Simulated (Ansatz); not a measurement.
Runs of Ansatz 0.2.0 on Hf. It takes space group Fm-3m (No. 225, cubic). Conventional cell: a = 4.440 Å, b = 4.440 Å, c = 4.440 Å, α = 90.00°, β = 90.00°, γ = 90.00°. Around Hf (site symmetry m-3m) lie 12 Hf at 3.14 Å. This isn't the form of Hf at room conditions, which is hcp.

| level | cutoff (eV) | gap on the mesh (eV) | pressure (GPa) | relaxed volume (Å³/atom) |
| --- | --- | --- | --- | --- |
| revPBE | 420 | none | 0.0 | (b) |
| RPBE | 420 | none | 0.0 | 23.19 |
| PBEsol | 420 | none | 0.0 | (a) |
| BLYP | 420 | none | 0.0 | 23.10 |
| LDA | 420 | none | 0.0 | 20.76 |
| r2SCAN | 500 | none | 0.0 | 22.43 |

Alike in all rows: task relaxation of cell and atoms; potentials or basis Ansatz PAW; no spin polarisation; cell relaxed; k mesh 10 × 10 × 10; smearing fermi-dirac 0.05 eV.

Q: Fill in the values left out.

A: (a) 21.55; (b) 23.00.

Caveats: the plane-wave basis is chosen anew once the cell has moved, so the energies of steps on either side of that aren't comparable; the PAW data sets come from PBE, with cores solved anew for the run's functional, which leaves a small shift of forces and pressure.

A k mesh can miss the band edges, and the runs leave out spin-orbit coupling on Hf.

A gap of «none» marks a metal or a gap under the smearing width.

Runs at the PBE level aren't shown here.
